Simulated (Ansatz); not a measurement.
Zn under changes of volume

One of the cells (15.169 Å³/atom); the others are scaled copies at fixed shape and fractional positions:

```
CELL_PARAMETERS angstrom
0.00000 1.96478 1.96478
1.96478 0.00000 1.96478
1.96478 1.96478 0.00000
ATOMIC_POSITIONS crystal
Zn 0.00000 0.00000 0.00000
```

This isn't the form of Zn at room conditions, which is hcp.

```yaml
Program: Ansatz 0.2.0
Functional: PBE
Potentials_or_basis: all-electron LAPW, scalar-relativistic
Cutoff: 259 eV (chosen from the basis error)
Basis_error_allowed: 0.0005 eV/atom
k_mesh: 12 × 12 × 12
Occupations: fermi-dirac, width 0.05 eV
Spin: no spin polarisation
```

| volume (Å³/atom) | energy over the lowest point (meV/atom) | pressure (GPa) |
| --- | --- | --- |
| 14.259 | ? | ? |
| 14.563 | 4.72 | 2.9 |
| 14.866 | 0.93 | 1.3 |
| 15.169 | 0.00 | -0.2 |
| 15.473 | 1.60 | -1.4 |
| 15.776 | 5.44 | -2.5 |
| 16.080 | 11.24 | -3.5 |

Problem. What does the run at 14.259 Å³/atom give?

Solution. Energy over the lowest point 11.79 meV/atom; pressure 4.7 GPa.

Worked out: A Birch-Murnaghan fit of order 3 (a polynomial in V^(-2/3)) to the other rows has its minimum at 15.12 Å³/atom with B0 = V·E''(V) = 68 GPa and B' = 5.3. It gives 11.79 meV/atom at 14.259 Å³/atom, against the run's 11.79, and -dE/dV = 4.7 GPa, against 4.7.

Energies are extrapolated to zero smearing.
